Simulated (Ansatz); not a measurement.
What a trial cell of Pt2S relaxes into

All numbers below come from DFT PBE, scalar-relativistic, plane waves, PAW in Ansatz 0.2.0.

The start puts Pt2S on the fluorite structure type (Fm-3m, No. 225), with S in place of Ca, Pt in place of F, at a guessed volume.

The final relaxation ran on this input, with the default PAW datasets:

```yaml
crystal:
  lattice:
    - [0.0, 2.931377307, 2.931377307]
    - [2.931377307, 0.0, 2.931377307]
    - [2.931377307, 2.931377307, 0.0]
  atoms:
    - { symbol: Pt, position: [0.25, 0.25, 0.25] }
    - { symbol: Pt, position: [0.75, 0.75, 0.75] }
    - { symbol: S, position: [0.0, 0.0, 0.0] }
basis:
  ecutwfc: 420
kpoints:
  mp_grid: { grid: [14, 14, 14] }
hamiltonian:
  xc: pbe
scf:
  occupations: { method: gaussian, width: 0.1 }
output:
  forces: true
  stress: true
  eigenvalues: true
relax:
  adjacent_minimum: "off"
  f_tol: 0.01
  max_steps: 80
  cell: { stress_tol: 0.05 }
```

Launched as:

```bash
ansatz run input.yaml --threads 1 --pin off --max-ram 2560MiB --backend cpu --events-out ev --progress --plain --runs-dir out
```

Time: 23 s on 1 thread of Intel(R) Xeon(R) Platinum 8259CL CPU @ 2.50GHz (Skylake/Cascade Lake), with other jobs on the host, peak memory 0.48 GiB.

The program printed at the end:

```
SCF converged after 4 iterations
Free energy (F): -25946.875911 eV
Harris-Foulkes:  -25946.875911 eV  (|F-HF|=7.28e-12)
Internal energy: -25946.854440 eV  (E = F + TS)
E sigma→0 (E₀):  -25946.865175 eV
Entropy (-TS):   -0.021471 eV (-7.157 meV/atom)
Fermi energy:    16.883082 eV
--- Per-component energies (eV) ---
  E_band       = -434.950454
  E_kinetic    = 1383.337083
  E_local      = -4008.630033  (includes V_loc(G=0)·N_el)
  E_nonlocal   = 431.763491
  E_hartree    = 1516.996784
  E_xc         = -619.464675
  E_vxc        = -691.623849  (∫ρ·V_xc dr)
  E_paw        = -19509.560544  (= ΣΔE_a)
  E_vpaw       = -583.790950  (= ΣTr[D̂ρ^β])
  E_aug_tail   = 0.000391  (compensation charges beyond the density's cutoff)
  E_ewald      = -5141.296936
  E_smearing   = -0.021471  (= −TS)
  E_closure    = 0.000000  (closes the sum)
  Σ components = -25946.875911   (vs F -25946.875911, Δ=0.00e0)
--- Forces (eV/Å), atoms counted from 1 ---
  atom   1  Pt     0.00000000     0.00000000     0.00000000
  atom   2  Pt     0.00000000     0.00000000     0.00000000
  atom   3  S      0.00000000     0.00000000     0.00000000
  max |Σ_I F_I| component: 3.70e-17 eV/Å
--- Stress (GPa, compression-positive) ---
       -0.000899       0.000000       0.000000
        0.000000      -0.000899       0.000000
        0.000000       0.000000      -0.000899
  P = ⅓ Tr σ = -0.0009 GPa (-0.009 kbar)
--- Relaxed structure (3 steps of the walk, 3 accepted, 1 SCFs on fresh bases) ---
  F+E_penalty+E_count = -25946.87591104 eV   max|allowed force component| = 2.513e-16 eV/Å   (the final SCF, on the basis selected at the relaxed cell)
  cell:  # Å, volume = 50.4549 Å³
    - [0.000000, 2.932858, 2.932858]
    - [2.932858, 0.000000, 2.932858]
    - [2.932858, 2.932858, 0.000000]
  atoms:
    - { symbol: Pt, position: [0.250000, 0.250000, 0.250000] }
    - { symbol: Pt, position: [0.75, 0.75, 0.75] }
    - { symbol: S, position: [0.000000, 0.000000, 0.000000] }
```

Total energies depend on the potentials used, so only differences within one code and one set of settings carry meaning.

The result has space group Fm-3m (No. 225). Around Pt lie 4 S at 2.54 Å and 6 Pt at 2.93 Å; around S lie 8 Pt at 2.54 Å.

Against the elements it lies at 0.41 eV/atom. The zero of energy is the elements' standard structures at the same level; no fitted shifts are applied.

For metals, differences of a few meV/atom aren't resolved. Spin–orbit coupling is left out.

A structure relaxed within its symmetry needn't be a true minimum.